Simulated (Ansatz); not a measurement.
# RbBr: the dielectric function from several functionals

Aim: the dielectric function of RbBr in the independent-particle picture, and how it depends on the functional and on the gap. The runs, in order: HSE06 for the gap; optics with PBE on 6×6×6; optics with r2SCAN on 6×6×6; optics with PBE and scissors to the HSE06 gap on 6×6×6; optics with PBE with spin-orbit coupling on 4×4×4.

The COD entry's cell or inner coordinates are ideal or old and differ from later refinements, so a difference from it is no clean test against experiment.

Method: plane waves, PAW; no local fields, no excitons, in Ansatz 0.2.0.

1 further run of the same task is left out (it didn't finish). Runs told in other sessions of the task aren't counted.

## 1. The structure to begin with

Symmetry: Fm-3m, No. 225, cubic system. Conventional cell: a = 6.922 Å, b = 6.922 Å, c = 6.922 Å, α = 90.00°, β = 90.00°, γ = 90.00°. Rb (site symmetry m-3m) is surrounded by 6 Br at 3.46 Å. Br (site symmetry m-3m) has 6 Rb at 3.46 Å in its first shell of neighbours.

Structure file:

```xyz
2
Lattice="0.0000 3.4608 3.4608 3.4608 0.0000 3.4608 3.4608 3.4608 0.0000" Properties=species:S:1:pos:R:3 pbc="T T T"
Rb    0.0000    0.0000    0.0000
Br    3.4608    3.4608    3.4608
```

The cell was relaxed beforehand with r2SCAN; those runs aren't shown.

## 2. A hybrid for the gap

Contents of input.yaml:

```yaml
crystal:
  lattice:
    - [0.0, 3.4608320474, 3.4608320474]
    - [3.4608320474, 0.0, 3.4608320474]
    - [3.4608320474, 3.4608320474, 0.0]
  atoms:
    - { symbol: Rb, position: [0.0, 0.0, 0.0] }
    - { symbol: Br, position: [0.5, 0.5, 0.5] }
kpoints:
  mp_grid: { grid: [4, 4, 4] }
  band_path:
    path:
      - [0.0, 0.0, 0.0]
      - [0.5, 0.0, 0.5]
      - [0.625, 0.25, 0.625]
      - [0.375, 0.375, 0.75]
      - [0.5, 0.5, 0.5]
      - [0.5, 0.25, 0.75]
    npoints: 1
hamiltonian:
  xc: hse06
scf:
  occupations: { method: fixed }
  n_extra_bands: 4
output:
  forces: true
  stress: true
  eigenvalues: true
```

Command:

```console
$ ansatz run input.yaml --threads 4 --pin off --max-ram 3686MiB --backend cpu --events-out ev --progress --plain --runs-dir out
```

Further steps of the session: Optics, PBE; Optics, r2SCAN; Optics, PBE with a scissors shift; Optics, PBE with spin-orbit coupling.

**Question.** What will the summary of the whole plan be? Wanted: ε∞, PBE; ε∞, r2SCAN; ε∞, PBE with spin-orbit coupling; tallest peak of ε₂, PBE; tallest peak of ε₂, r2SCAN; tallest peak of ε₂, PBE with spin-orbit coupling; HSE06 direct gap.

**Answer**, as computed:

| quantity | value |
| --- | --- |
| ε∞, PBE | 2.78 |
| ε∞, r2SCAN | 2.60 |
| ε∞, PBE + 1.15 eV scissors | 2.58 |
| ε∞, PBE with spin-orbit coupling | 2.70 |
| tallest peak of ε₂, PBE | 5.2 at 7.10 eV |
| tallest peak of ε₂, r2SCAN | 4.6 at 7.60 eV |
| tallest peak of ε₂, PBE + 1.15 eV scissors | 5.2 at 8.25 eV |
| tallest peak of ε₂, PBE with spin-orbit coupling | 4.6 at 7.00 eV (complete to 13.1 eV) |
| HSE06 direct gap | 5.44 eV |

**Reading.** From PBE with spin-orbit coupling to PBE + 1.15 eV scissors the direct gap grows from 4.13 to 5.44 eV, and ε∞ goes from 2.70 to 2.58; the spin-orbit run sums fewer bands, so its ε∞ isn't like for like. Spin-orbit coupling moves the direct gap by -0.16 eV; ε∞ doesn't compare between these two runs, as the bands summed differ. The meshes differ between the runs, and peak heights and places move with the mesh, so part of any difference isn't the level's. Local fields and excitons are left out: both change ε∞, and without excitons the onset lacks its lines.
